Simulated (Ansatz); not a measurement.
Sn:

```
Sn
1.0
    -1.89465    1.89465    1.89465
     1.89465   -1.89465    1.89465
     1.89465    1.89465   -1.89465
Sn
1
Cartesian
  0.0000 0.0000 0.0000
```

This isn't the form of Sn at room conditions, which is tetragonal (white tin).

| Quantity | Value |
| --- | --- |
| Program | Ansatz 0.2.0 |
| Task | relaxation of cell and atoms |
| Functional | BLYP |
| Potentials or basis | Ansatz PAW |
| Cutoff | 420 eV (not typed: the program's choice for these potentials) |
| k mesh | 10 × 10 × 10 |
| Occupations | fermi-dirac, width 0.05 eV |
| Spin | no spin polarisation |

At the start: volume 27.20 Å³/atom.

**Question.** Where does the relaxation end?

**Answer.** It ends after 5 steps and the volume is 30.80 Å³/atom (+13.2 %); space group Im-3m (No. 229, to 0.05 Å).

Step by step:
| step | energy change (eV) | largest force (eV/Å) | volume (Å³) |
| --- | --- | --- | --- |
| 1 | 0.0000 | 0.0000 | 27.20 |
| 2 | -0.0537 | 0.0000 | 30.50 |
| 3 | -0.0539 | 0.0000 | 30.75 |
| 4 | -0.0539 | 0.0000 | 30.80 |
| 5 | -0.0544 | 0.0000 | 30.80 |

Final structure:
```cif
data_structure
_symmetry_space_group_name_H-M 'P 1'
_symmetry_Int_Tables_number 1
_cell_length_a 3.4202
_cell_length_b 3.4202
_cell_length_c 3.4202
_cell_angle_alpha 109.471
_cell_angle_beta 109.471
_cell_angle_gamma 109.471
_cell_volume 30.80
loop_
_atom_site_label
_atom_site_type_symbol
_atom_site_fract_x
_atom_site_fract_y
_atom_site_fract_z
_atom_site_occupancy
Sn1 Sn 0.00000 0.00000 0.00000 1
```

Caveat: the plane-wave basis is chosen anew once the cell has moved, so the energies of steps on either side of that aren't comparable; the PAW data sets come from PBE, with cores solved anew for the run's functional, which leaves a small shift of forces and pressure.
